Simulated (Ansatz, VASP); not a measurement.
# AlN: VASP beside Ansatz

Contents of POSCAR:

```
AlN
1.0
    0.0000000000      1.9838381566      1.9838381566
    1.9838381566      0.0000000000      1.9838381566
    1.9838381566      1.9838381566      0.0000000000
Al N
1 1
Direct
    0.5000000000      0.5000000000      0.5000000000
    0.0000000000      0.0000000000      0.0000000000
```

Contents of INCAR.step1:

```
ALGO = Normal ; EDIFF = 1E-4
ENCUT = 520 ; GGA = PE
ISMEAR = 0 ; LASPH = True
LCHARG = False ; LREAL = False
LWAVE = True ; NBANDS = 11
NELM = 100 ; PREC = Accurate
SIGMA = 0.02
```

Contents of INCAR.step2:

```
ALGO = Normal ; EDIFF = 1E-6
ENCUT = 520 ; ISIF = 2
ISMEAR = 0 ; ISTART = 1
LASPH = True ; LCHARG = False
LMIXTAU = True ; LREAL = False
LWAVE = False ; METAGGA = R2SCAN
NBANDS = 11 ; NELM = 100
PREC = Accurate ; SIGMA = 0.02
```

File KPOINTS:

```
k-points
0
Gamma
  10 10 10
```

Input for Ansatz:

```yaml
crystal:
  lattice:
    - [0.0, 1.9838381566, 1.9838381566]
    - [1.9838381566, 0.0, 1.9838381566]
    - [1.9838381566, 1.9838381566, 0.0]
  atoms:
    - { symbol: Al, position: [0.5, 0.5, 0.5] }
    - { symbol: "N", position: [0.0, 0.0, 0.0] }
basis:
  ecutwfc: 500
kpoints:
  mp_grid: { grid: [10, 10, 10] }
hamiltonian:
  xc: r2scan
scf:
  occupations: { method: gaussian, width: 0.02 }
output:
  forces: true
  stress: true
  eigenvalues: true
```

Alike in both runs: task single point; functional r2SCAN; k mesh 10 × 10 × 10; occupations gaussian, width 0.02 eV; no spin polarisation.

|  | VASP | Ansatz |
| --- | --- | --- |
| version | VASP 6.6.1 | Ansatz 0.2.0 |
| potentials or method | VASP PAW PBE potentials, release 64 (Al, N) | scalar-relativistic, plane waves, PAW |
| plane-wave cutoff (eV) | 520 | 500 |
| valence electrons in the cell | 8 | 8 |

Ansatz gave:

- gap on the k mesh at the Fermi level (eV): 5.92
- least direct gap on the mesh (eV): 7.34
- pressure (GPa): 16.1

Question: What did VASP give for the same quantities?

Answer: gap on the k mesh at the Fermi level (eV): 5.88; least direct gap on the mesh (eV): 7.39; pressure (GPa): 15.2.

The functional is the same, so the differences come from potentials, cutoffs and numerics.

Caveats: so large a pressure means that the cell lies far from this level's equilibrium, or that cutoff or potentials fall short (VASP); the potentials were made for another functional, which shifts forces and pressure (VASP). A k mesh can miss the band edges.
